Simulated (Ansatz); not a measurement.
The cell is Sn built on the diamond prototype; cell and atoms were relaxed with r2SCAN. It is cubic, Fd-3m (No. 227); conventional cell a = 6.569 Å, 35.43 Å³ an atom. Sn has 4 Sn at 2.84 Å.

```cif
data_structure
_symmetry_space_group_name_H-M 'Fd-3m:1'
_symmetry_Int_Tables_number 227
_cell_length_a 6.5689
_cell_length_b 6.5689
_cell_length_c 6.5689
_cell_angle_alpha 90.000
_cell_angle_beta 90.000
_cell_angle_gamma 90.000
_cell_volume 283.45
loop_
_atom_site_label
_atom_site_type_symbol
_atom_site_symmetry_multiplicity
_atom_site_Wyckoff_symbol
_atom_site_fract_x
_atom_site_fract_y
_atom_site_fract_z
_atom_site_occupancy
Sn1 Sn 8 b 0.00000 0.00000 0.50000 1
```

The questions ask for values computed with Ansatz 0.2.0 on this geometry. The values are computed, non-magnetic, and not measurements.

Question: Is there a gap with PBE, and of what kind?

Answer: PBE gives no gap: the lowest nominally empty band dips 0.16 eV below the top of the last filled one (its bottom at L, the top at Γ), so the cell is a metal or semimetal at this level.

Question: Estimate the gap with PBE+SOC on 6×6×6.

Answer: With PBE+SOC the bands overlap by 0.38 eV (counted from 1, band 28 peaks at Γ and band 29 bottoms out at L): no gap.

Question: Estimate the gap with r2SCAN on 6×6×6.

Answer: With r2SCAN the gap closes, the bands meeting at Γ.

Question: Roughly how does the cost of the PBE+SOC run (6×6×6) compare with r2SCAN's (6×6×6)?

Answer: About 2.3 times as much (10 core-seconds against 5 core-seconds, on 4 threads of Intel(R) Xeon(R) Platinum 8375C CPU @ 2.90GHz (Ice Lake) (shared host)).

Only the levels marked +SOC include spin-orbit coupling.
